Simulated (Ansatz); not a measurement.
# Ag(111) with 4 layers of random Ag-Os, 2x2: scattering by chemical disorder, part 2 of 2

Aim: the residual resistivity of a random alloy, from Ag(111) with 4 layers of random Ag-Os, 2x2 and longer regions.

Ansatz 0.2.0; Ansatz plane-wave DFT, PBE, PAW files; ballistic transport by layer matching (Landauer), zero bias; PAW set soft_1.

So far. Step 3 (With 8 alloy layers): Over the solved energies the transmission per spin lies between 0.760 and 0.788, out of 3.27 channels of the lead on average (up to 3.33).

### Step 4. With 12 alloy layers

In 12 layers a share of 0.25 of the sites is given to Os at random. A fresh draw is used; the growth of the resistance with length is what counts.

System of this step: Ag(111) with 12 layers of random Ag-Os, 2x2. The cell holds 72 atoms: 60 Ag and 12 Os. Cell: a = 5.779 Å, b = 5.779 Å, c = 42.465 Å, α = 90.0°, β = 90.0°, γ = 120.0°. It derives from Ag. Regions: lead, 24 atoms (24 Ag); scattering region, 48 atoms (36 Ag and 12 Os). The structure is stacked along c, and the current runs across the ab planes.

The input, input.yaml:

```yaml
crystal:
  lattice:
    - [5.7787594586, 0.0, 0.0]
    - [-2.8893797293, 5.0045524935, 0.0]
    - [0.0, 0.0, 42.4650360593]
  atoms:
    - { symbol: Ag, position: [0.0, 0.0, 0.0277777778] }
    - { symbol: Ag, position: [0.0, 0.5, 0.0277777778] }
    - { symbol: Ag, position: [0.5, 0.0, 0.0277777778] }
    - { symbol: Ag, position: [0.5, 0.5, 0.0277777778] }
    - { symbol: Ag, position: [0.1666666667, 0.3333333333, 0.0833333333] }
    - { symbol: Ag, position: [0.1666666667, 0.8333333333, 0.0833333333] }
    - { symbol: Ag, position: [0.6666666667, 0.3333333333, 0.0833333333] }
    - { symbol: Ag, position: [0.6666666667, 0.8333333333, 0.0833333333] }
    - { symbol: Ag, position: [0.3333333333, 0.1666666667, 0.1388888889] }
    - { symbol: Ag, position: [0.3333333333, 0.6666666667, 0.1388888889] }
    - { symbol: Ag, position: [0.8333333333, 0.1666666667, 0.1388888889] }
    - { symbol: Ag, position: [0.8333333333, 0.6666666667, 0.1388888889] }
    - { symbol: Ag, position: [0.0, 0.0, 0.1944444444] }
    - { symbol: Ag, position: [0.0, 0.5, 0.1944444444] }
    - { symbol: Ag, position: [0.5, 0.0, 0.1944444444] }
    - { symbol: Ag, position: [0.5, 0.5, 0.1944444444] }
    - { symbol: Ag, position: [0.1666666667, 0.3333333333, 0.25] }
    - { symbol: Ag, position: [0.1666666667, 0.8333333333, 0.25] }
    - { symbol: Os, position: [0.6666666667, 0.3333333333, 0.25] }
    - { symbol: Ag, position: [0.6666666667, 0.8333333333, 0.25] }
    - { symbol: Os, position: [0.3333333333, 0.1666666667, 0.3055555556] }
    - { symbol: Os, position: [0.3333333333, 0.6666666667, 0.3055555556] }
    - { symbol: Ag, position: [0.8333333333, 0.1666666667, 0.3055555556] }
    - { symbol: Ag, position: [0.8333333333, 0.6666666667, 0.3055555556] }
    - { symbol: Ag, position: [0.0, 0.0, 0.3611111111] }
    - { symbol: Os, position: [0.0, 0.5, 0.3611111111] }
    - { symbol: Ag, position: [0.5, 0.0, 0.3611111111] }
    - { symbol: Ag, position: [0.5, 0.5, 0.3611111111] }
    - { symbol: Os, position: [0.1666666667, 0.3333333333, 0.4166666667] }
    - { symbol: Ag, position: [0.1666666667, 0.8333333333, 0.4166666667] }
    - { symbol: Os, position: [0.6666666667, 0.3333333333, 0.4166666667] }
    - { symbol: Ag, position: [0.6666666667, 0.8333333333, 0.4166666667] }
    - { symbol: Ag, position: [0.3333333333, 0.1666666667, 0.4722222222] }
    - { symbol: Ag, position: [0.3333333333, 0.6666666667, 0.4722222222] }
    - { symbol: Os, position: [0.8333333333, 0.1666666667, 0.4722222222] }
    - { symbol: Ag, position: [0.8333333333, 0.6666666667, 0.4722222222] }
    - { symbol: Ag, position: [0.0, 0.0, 0.5277777778] }
    - { symbol: Ag, position: [0.0, 0.5, 0.5277777778] }
    - { symbol: Ag, position: [0.5, 0.0, 0.5277777778] }
    - { symbol: Ag, position: [0.5, 0.5, 0.5277777778] }
    - { symbol: Ag, position: [0.1666666667, 0.3333333333, 0.5833333333] }
    - { symbol: Ag, position: [0.1666666667, 0.8333333333, 0.5833333333] }
    - { symbol: Ag, position: [0.6666666667, 0.3333333333, 0.5833333333] }
    - { symbol: Ag, position: [0.6666666667, 0.8333333333, 0.5833333333] }
    - { symbol: Os, position: [0.3333333333, 0.1666666667, 0.6388888889] }
    - { symbol: Ag, position: [0.3333333333, 0.6666666667, 0.6388888889] }
    - { symbol: Os, position: [0.8333333333, 0.1666666667, 0.6388888889] }
    - { symbol: Ag, position: [0.8333333333, 0.6666666667, 0.6388888889] }
    - { symbol: Ag, position: [0.0, 0.0, 0.6944444444] }
    - { symbol: Os, position: [0.0, 0.5, 0.6944444444] }
    - { symbol: Ag, position: [0.5, 0.0, 0.6944444444] }
    - { symbol: Os, position: [0.5, 0.5, 0.6944444444] }
    - { symbol: Ag, position: [0.1666666667, 0.3333333333, 0.75] }
    - { symbol: Ag, position: [0.1666666667, 0.8333333333, 0.75] }
    - { symbol: Ag, position: [0.6666666667, 0.3333333333, 0.75] }
    - { symbol: Os, position: [0.6666666667, 0.8333333333, 0.75] }
    - { symbol: Ag, position: [0.3333333333, 0.1666666667, 0.8055555556] }
    - { symbol: Ag, position: [0.3333333333, 0.6666666667, 0.8055555556] }
    - { symbol: Ag, position: [0.8333333333, 0.1666666667, 0.8055555556] }
    - { symbol: Ag, position: [0.8333333333, 0.6666666667, 0.8055555556] }
    - { symbol: Ag, position: [0.0, 0.0, 0.8611111111] }
    - { symbol: Ag, position: [0.0, 0.5, 0.8611111111] }
    - { symbol: Ag, position: [0.5, 0.0, 0.8611111111] }
    - { symbol: Ag, position: [0.5, 0.5, 0.8611111111] }
    - { symbol: Ag, position: [0.1666666667, 0.3333333333, 0.9166666667] }
    - { symbol: Ag, position: [0.1666666667, 0.8333333333, 0.9166666667] }
    - { symbol: Ag, position: [0.6666666667, 0.3333333333, 0.9166666667] }
    - { symbol: Ag, position: [0.6666666667, 0.8333333333, 0.9166666667] }
    - { symbol: Ag, position: [0.3333333333, 0.1666666667, 0.9722222222] }
    - { symbol: Ag, position: [0.3333333333, 0.6666666667, 0.9722222222] }
    - { symbol: Ag, position: [0.8333333333, 0.1666666667, 0.9722222222] }
    - { symbol: Ag, position: [0.8333333333, 0.6666666667, 0.9722222222] }
kpoints:
  mp_grid: { grid: [4, 4, 1] }
hamiltonian:
  xc: pbe
  pseudopotentials: { kind: paw, azcp: { folder: soft_1 } }
scf:
  occupations: { method: fermi_dirac, width: 0.1 }
output:
  transmission: { leads: [[0, 4]], kmesh: [8, 8], e_range: [-0.05, 0.05], de: 0.05 }
  write_potential: true
  write_density: true
  volumetric_format: npy
```

Run with:

```console
$ ansatz run input.yaml --threads 8 --pin off --max-ram 15360MiB --backend cpu --events-out ev --progress --plain --runs-dir out
```

Numbers of over 12 decimals in the logs are rounded to 6 here.

Log:

```text
[...]
Crystal: 72 atoms, lattice volume = 1228.093 Å³
Basis set: ecut = 420 eV, 24081 PW (Γ)
Bands: 800, of which v1, the nominal top of the filled ones, is band 666 counted from 1 (665 counted from 0)
Symmetry: 1 space group operations
[...]
k-points: 10 of 16 (time reversal used)
[...]
SCF iter   1: F=—  HF=-592057.708935 eV  |F-HF|=—  |Δ(HF+E_count)|=         —  Δρ=7.06e-2  dr2=3.17e2  ethr=3.10e-3  ⟨swp⟩=4.0  Hψ=23574  notcnv=0  defer=151
[...]
SCF iter  13: F=-592040.001611 eV  HF=-592040.001611 eV  |F-HF|=9.66e-9  |Δ(HF+E_count)|=   4.66e-9  Δρ=5.29e-7  dr2=1.07e-8  ethr=7.51e-12  ⟨swp⟩=8.4  Hψ=29033  notcnv=0
SCF 1 converged in 13 iterations: F = -592040.001611 eV  dr2 = 1.07e-8
[...]
transmission: 216 of 2142 steps passed
transmission: 432 of 2142 steps passed
[...]
transmission: 2142 of 2142 steps passed
SCF converged after 13 iterations
Free energy (F): -592040.001611 eV
[...]
Internal energy: -592038.330360 eV  (E = F + TS)
E sigma→0 (E₀):  -592039.165985 eV
Entropy (-TS):   -1.671251 eV (-23.212 meV/atom)
Fermi energy:    17.612648 eV
[...]
--- Band table (eV; the first three rows and the last of 10) ---
  k-point 0: bands = [... 662 lower, 17.8899, 17.9076, 17.9939, 18.1104, 18.1221, 18.1279, 18.1380, 18.1705, ... 130 higher]
  k-point 1: bands = [... 662 lower, 17.5818, 17.5905, 17.6386, 17.6707, 17.6996, 17.7517, 17.7670, 17.8442, ... 130 higher]
  k-point 2: bands = [... 662 lower, 17.4168, 17.4657, 17.4703, 17.4847, 17.5224, 17.5685, 17.6575, 17.6852, ... 130 higher]
  k-point 9: bands = [... 662 lower, 17.3142, 17.3292, 17.3728, 17.4121, 17.4738, 17.5262, 17.5533, 17.6129, ... 130 higher]
--- Transmission ---
  basis      : 253 plane waves across, 63 finite elements along
  points     : 34, standing for a mesh of 8 x 8
[...]
channels       : 3.234375e0 a spin
[...]
junction   : crystal 0 to crystal 0, 0.70 to 40.80 Å
    transmission   : 6.290865e-1 a spin
[...]
```

Elapsed: 4.4 min, on 8 threads of INTEL XEON PLATINUM 8581C at 2.30GHz (Emerald Rapids), shared host; peak memory 8.1 GiB; 30 min of CPU time.

This step gave:

| Property | Result |
| --- | --- |
| free energy | -592040.0016 eV |
| energy at zero smearing | -592039.1660 eV |
| Fermi energy | 17.61 eV |
| transmission per spin nearest the Fermi level | 0.6291 |
| step of the lead's potential | 7.7 meV |

Per spin. Table of transmission, zone mean by energy, zero at the Fermi level:

```csv
energy (eV),"transmission, zone mean"
-0.0500,0.658
0.0000,0.629
0.0500,0.580
```

Over the solved energies the transmission per spin lies between 0.580 and 0.658, out of 3.27 channels of the lead on average (up to 3.33).

### Step 5. The fit

This step: Ansatz plane-wave DFT, PBE, PAW files; ballistic transport by layer matching (Landauer), zero bias; residual resistivity from the slope of the area resistance, atoms on the host's lattice; PAW set soft_1 (Ansatz 0.2.0).

This step gave:

* resistivity: 141.5 µΩ cm
* intercept: 0.8981 fΩ m²
* scatter about the fit: 0.06903 fΩ m²

Resistance, by row:

```csv
run,length (Å),T,channels N,RA (fΩ m²)
n4,9.437,1.125,3.297,2.185
n8,18.87,0.7761,3.266,3.666
n12,28.31,0.6223,3.266,4.855
```

The area resistance by length of the alloy:

```csv
length of the alloy (Å),area resistance (fΩ m²)
9.44,2.18
18.87,3.67
28.31,4.86
```

The area resistance goes from 2.2 to 4.9 fΩ m² between 9.4 and 28.3 Å, a slope of 141 µΩ cm.

By hand from the end points: (4.855 − 2.185) fΩ m² / (28.31 − 9.44) Å = 141 µΩ cm, since 1 fΩ m² per Å is 1000 µΩ cm.

### Step 6. Results

- resistivity from the slope: 141 µΩ cm
- area resistance over 9.44 Å: 2.18 fΩ m²
- area resistance over 18.9 Å: 3.67 fΩ m²
- area resistance over 28.3 Å: 4.86 fΩ m²

What this shows: The slope gives 141 µΩ cm. The points scatter by 0.069 fΩ m² about the line, with one random draw a length in a 2x2 cell, so the slope is a rough value. Read with a model of isotropic scattering on a spherical Fermi surface and the lead's 0.88×10¹⁵ S/m², this slope means a mean free path near 6.0 Å; over these lengths the model's slope is within 3 % of its bulk resistivity. The atoms sit on the host's lattice, so scattering by size misfit is left out. Spin-orbit coupling is left out, which matters for Os. A lead's potential steps by up to 37 meV from period to period, which the log calls too much, so longer leads could move the result.

[Logs are printed without paths, hosts, clocks, repeated set-up lines and the standing remarks that a program may print on its own settings, such as how far it seeks lower states.]

[Hosts, paths, dates, database ids (printed as entryN), source tags and the programs' standing remarks are cut or masked in the printed files.]
